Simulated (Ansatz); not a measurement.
A first try at cell relaxations under several functionals of TiSe₂, space group P-3m1, using Ansatz 0.2.0, Python API.

The script, `lattice_tise2.py`:
```python
"""How the lattice of TiSe2 depends on the functional."""

import ansatz as az
import numpy as np

def edges_and_angles(cell):
    cell = np.asarray(cell)
    a, b, c = np.linalg.norm(cell, axis=1)
    cosines = cell[1] @ cell[2] / (b * c), cell[0] @ cell[2] / (a * c), cell[0] @ cell[1] / (a * b)
    return (a, b, c, *np.degrees(np.arccos(cosines)))


def main() -> None:
    tise2 = (
        az.Lattice.of([3.536, 0.0, 0.0], [-1.768, 3.062266, 0.0], [0.0, 0.0, 6.004])
        .atom("Ti", [0.0, 0.0, 0.0])
        .atom("Se", [1 / 3, 2 / 3, 0.2552])
        .atom("Se", [2 / 3, 1 / 3, 0.7448])
    )

    model = (
        tise2.calculation()
        .basis(31 * az.Ry)
        .kpoints(6, 6, 3)
        .occupations(az.OccupationsMethod.FIXED)
        .relax(cell=True, force_tolerance=0.005, max_steps=60)
    )

    levels = [("lda", "none"), ("pbesol", "none"), ("pbe", "d3bj"), ("r2scan", "d4")]
    print("level            a       b       c    alpha   beta  gamma  V/atom  steps")
    for name, dispersion in levels:
        seen = []
        run = model.functional(name, dispersion=dispersion).session().plan()
        outcome = run.execute(on_event=lambda e: seen.append(e) if e["event"] == "relax_step" else None)
        cell = outcome.lattice.cell_ang
        label = name if dispersion == "none" else f"{name}+{dispersion}"
        print("{:13s} {:7.4f} {:7.4f} {:7.4f} {:6.2f} {:6.2f} {:6.2f}".format(label, *edges_and_angles(cell)), f"{abs(np.linalg.det(cell)) / len(outcome.lattice.sites):7.3f} {len(seen):5d}")


if __name__ == "__main__":
    main()
```

```console
$ python lattice_tise2.py
level            a       b       c    alpha   beta  gamma  V/atom  steps
RunWarning: iter 1: σ=0 fill of 22 bands saw a band overlap (occupied 9.7938 eV > unoccupied 9.2850 eV) — on an unconverged iterate often a transient of an unconverged empty band; one that stands at the close is told there (band_overlap_at_count); if the run [...]
RunWarning: the bands overlap at the fill by count (22 filled at each k-point of a channel): the highest filled level, 11.015606 eV at k-index 0, stands 0.6416 eV over the lowest empty one, 10.374043 eV at k-index 9, so that a fill of the lowest levels lies [...]
lda            3.4744  3.4744  5.7761  90.00  90.00 120.00  20.128     8
pbesol         3.5076  3.5076  5.9417  90.00  90.00 120.00  21.103     6
pbe+d3bj       3.5142  3.5142  5.8448  90.00  90.00 120.00  20.837     7
DeckWarning: basis.ecutwfc = 421.77648681281397 eV is below the records' recommended 500 eV, and the density's cutoff is lower with it unless basis.ecutrho_ratio is high enough to keep the records' density cutoff: compare with a run at a higher cutoff
r2scan+d4      3.5695  3.5695  6.1116  90.00  90.00 120.00  22.479     6
```
(Warnings from the package without file and line, shortened, repeats left out.)

The script ran to its end, but the result can't be trusted. Why?

The fault: fixed occupations, though the bands overlap at this level of theory. The correction:

```diff
--- before
+++ after
@@ -24,3 +24,3 @@
         .kpoints(6, 6, 3)
-        .occupations(az.OccupationsMethod.FIXED)
+        .occupations("fermi_dirac", width=0.05)
         .relax(cell=True, force_tolerance=0.005, max_steps=60)
```

After the fix:

```console
$ python lattice_tise2.py
level            a       b       c    alpha   beta  gamma  V/atom  steps
lda            3.4399  3.4399  5.8030  90.00  90.00 120.00  19.823     7
pbesol         3.4734  3.4734  5.9592  90.00  90.00 120.00  20.755     7
pbe+d3bj       3.4791  3.4791  5.8863  90.00  90.00 120.00  20.568     6
DeckWarning: basis.ecutwfc = 421.77648681281397 eV is below the records' recommended 500 eV, and the density's cutoff is lower with it unless basis.ecutrho_ratio is high enough to keep the records' density cutoff: compare with a run at a higher cutoff
r2scan+d4      3.5314  3.5314  6.2053  90.00  90.00 120.00  22.339     7
```
(Warnings from the package without file and line.)

Reading the output:
- The cutoff lies under the one recommended for these potentials in some of the runs.
- Dispersion corrections can be off by several per cent in the lattices of metals, and by several GPa in the pressure at a fixed cell.
- For a metal this k-point mesh is coarse: on a finer one energies can move by several to tens of meV an atom and pressures by half a GPa or more, differences at one mesh by less.
- The structure is a deposited one; some such entries were measured under pressure or heat, so a shift against it needn't be the functional's error alone.
- Run time: 64 s on 1 thread of Arm Neoverse V1 (shared host), peak memory 0.55 GiB.
